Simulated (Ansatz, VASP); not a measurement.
**ZrC in VASP and in Ansatz**

File INCAR:

```
PREC     = Accurate       # precision mode
ENCUT    = 520            # plane-wave cutoff, eV
EDIFF    = 1E-8           # SCF threshold, eV
ISMEAR   = -1             # smearing method
SIGMA    = 0.05           # smearing width, eV
LREAL    = False          # projectors in reciprocal space
LASPH    = True           # aspherical terms in the spheres
NELM     = 80             # most SCF steps
ALGO     = Normal         # electronic algorithm
ISIF     = 2              # what is computed and relaxed
LWAVE    = False          # write WAVECAR
LCHARG   = False          # write CHGCAR
GGA      = PE             # functional
LEFG     = True         
NBANDS   = 15             # bands
```

File KPOINTS:

```
regular mesh
0
Gamma
  14 14 14
```

POSCAR

```
ZrC
1.0
    0.0000000000      2.3543090124      2.3543090124
    2.3543090124      0.0000000000      2.3543090124
    2.3543090124      2.3543090124      0.0000000000
Zr C
1 1
Direct
    0.0000000000      0.0000000000      0.0000000000
    0.5000000000      0.5000000000      0.5000000000
```

Input for Ansatz:

```yaml
crystal:
  lattice:
    - [0.0, 2.3543090124, 2.3543090124]
    - [2.3543090124, 0.0, 2.3543090124]
    - [2.3543090124, 2.3543090124, 0.0]
  atoms:
    - { symbol: Zr, position: [0.0, 0.0, 0.0] }
    - { symbol: C, position: [0.5, 0.5, 0.5] }
kpoints:
  mp_grid: { grid: [14, 14, 14] }
  band_path:
    path:
      - [0.0, 0.0, 0.0]
      - [0.5, 0.0, 0.5]
      - [0.625, 0.25, 0.625]
      - [0.375, 0.375, 0.75]
      - [0.0, 0.0, 0.0]
      - [0.5, 0.5, 0.5]
      - [0.5, 0.25, 0.75]
      - [0.5, 0.0, 0.5]
    npoints: 8
scf:
  occupations: { method: fermi_dirac, width: 0.05 }
hamiltonian:
  xc: pbe
  pseudopotentials: { kind: all_electron, datasets: crystal }
output:
  forces: true
  stress: true
  eigenvalues: true
  efg: { contact_densities: true }
```

Alike in both runs: task electric field gradients; functional PBE; k mesh 14 × 14 × 14; occupations fermi-dirac, width 0.05 eV; no spin polarisation.

|  | VASP | Ansatz |
| --- | --- | --- |
| version | VASP 6.6.1 | Ansatz 0.2.0 |
| potentials or method | VASP PAW PBE potentials, release 64 (Zr_sv, C) | all-electron PAW with datasets made for the crystal, scalar-relativistic |
| plane-wave cutoff (eV) | 520 | see its input |

Ansatz gave:

```
pressure (GPa)                                                 : 0.1
Vzz of the field gradient on the site that differs most (V/Å²) : 0.0
```

Problem. Estimate VASP's values.

Solution. Pressure (GPa): 0.3; Vzz of the field gradient on the site that differs most (V/Å²): 0.0.

Ansatz ran all-electron here, so the differences hold the error of VASP's frozen core and of both bases. Ansatz warned: «gradients_without_spin_orbit».
